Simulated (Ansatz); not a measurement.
System: wurtzite BeO. Method: r²SCAN (plane waves, PAW; Ansatz, a quantum-chemistry and plane-wave program).

Numerical settings: plane-wave cutoff 560 eV, 18×18×8 k mesh (along the axes of the cell as run), Fermi–Dirac smearing 0.01 eV, scalar-relativistic PAW data made under PBE.

Shape and atoms are relaxed at each volume.

Pressure at four volumes; x = ln(V/6.848 Å³). One pressure is withheld.

```tsv
V (Å³/atom)	x	P (GPa)
6.574	-0.0408	?
6.711	-0.0202	4.73
6.848	0.0000	0.00
7.122	0.0392	-8.21
```

Task: Pass a parabola P(x) through the three rows shown, estimate the bulk modulus and its pressure derivative near zero pressure, and predict the withheld pressure.

Result: Slopes between the rows: (0.00 − (4.73))/(0.0000 − (-0.0202)) = -234.16 and (-8.21 − (0.00))/(0.0392 − (0.0000)) = -209.44 GPa. Their difference over the span 0.0594 is c = 24.72/0.0594 = 416.2 GPa, so P(x) = 4.73 + (-234.16)(x − (-0.0202)) + 416.2 (x − (-0.0202))(x − (0.0000)). At the middle row B = −dP/dx = −[-234.16 + 416.2 × 0.0202] = 225.8 GPa, and B′ = dB/dP = 2c/B = 3.7. At x = -0.0408 the parabola gives 9.90 GPa; the run gives 9.93 GPa. The Birch–Murnaghan fit to the energies at all volumes has B0 = 225 GPa and B′ = 3.7.

Measured, for comparison: bulk modulus 212 GPa (room temperature, not corrected to a static lattice, K' fixed at 4, our sources range from 212 to 224; as tabulated in High-pressure and high-temperature crystal chemistry of beryllium oxide (Scilit …). Computed (rounded) less measured: bulk modulus +6 % (+0.4 % to +6 % over the range). A static lattice is as a rule a little smaller and stiffer than an uncorrected measurement, which can account for part of this.

Note: the bulk modulus comes from volumes at which shape and atoms were relaxed.
